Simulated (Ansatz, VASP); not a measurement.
**One calculation of Cu, 6 ways**

The starting cell:

```
Cu
1.0
     0.00000    1.80750    1.80750
     1.80750    0.00000    1.80750
     1.80750    1.80750    0.00000
Cu
1
Direct
  0.00000 0.00000 0.00000
```

Alike in all runs: task relaxation of cell and atoms; functional PBE; k mesh 13 × 13 × 13; occupations fermi-dirac, width 0.05 eV; no spin polarisation; no spin-orbit coupling.

```
                        program and potentials  plane-wave cutoff (eV)                                    notes  equilibrium volume (Å³/atom)
                            Ansatz, Ansatz PAW                     420  19 valence electrons an atom on average                         11.95
             VASP, PBE PAW files Cu_pv, 600 eV                     600  17 valence electrons an atom on average                         11.85
Ansatz, all-electron LAPW, scalar-relativistic                       -                                        -                         11.94
          VASP, PBE PAW files Cu_sv_GW, 680 eV                     680  19 valence electrons an atom on average                         11.55
             VASP, PBE PAW files Cu_GW, 630 eV                     630  11 valence electrons an atom on average                         11.85
                VASP, PBE PAW files Cu, 580 eV                     580  11 valence electrons an atom on average                         12.00
```

The equilibrium volume spans 11.55 (VASP, PBE PAW files Cu_sv_GW, 680 eV) to 12.00 Å³/atom (VASP, PBE PAW files Cu, 580 eV), with all-electron results at 11.94. Relaxations stop with a little pressure left, so the last digit of a volume isn't settled.

The functional is the same throughout but for its coding, so the spread measures potentials, basis and numerics; runs on potential files found faulty are left out.

Five of the six calculations cluster near the all-electron volume of 11.94 Å³/atom, and the Ansatz PAW result practically coincides with it. The outlier is Cu_sv_GW at 11.55 Å³/atom. PBE normally places copper slightly above its measured volume, whereas this value falls clearly below it, so the contraction is not a property of the functional and probably comes from the potential's construction or from residual basis-set stress.

The number of valence electrons does not order the results: the two 19-electron potentials lie at opposite sides of the cluster's lower edge, and the two 11-electron ones also differ. This fits the bonding in copper, where the volume is set by the balance between the cohesion of the delocalised 4s–4p electrons, with some d hybridisation, and the repulsion of the nearly full 3d shells. The 3s and 3p shells are compact and overlap little between neighbours, so treating them explicitly should change the volume only slightly. Agreement on volume does not establish equal accuracy for the bulk modulus or the d-band position.
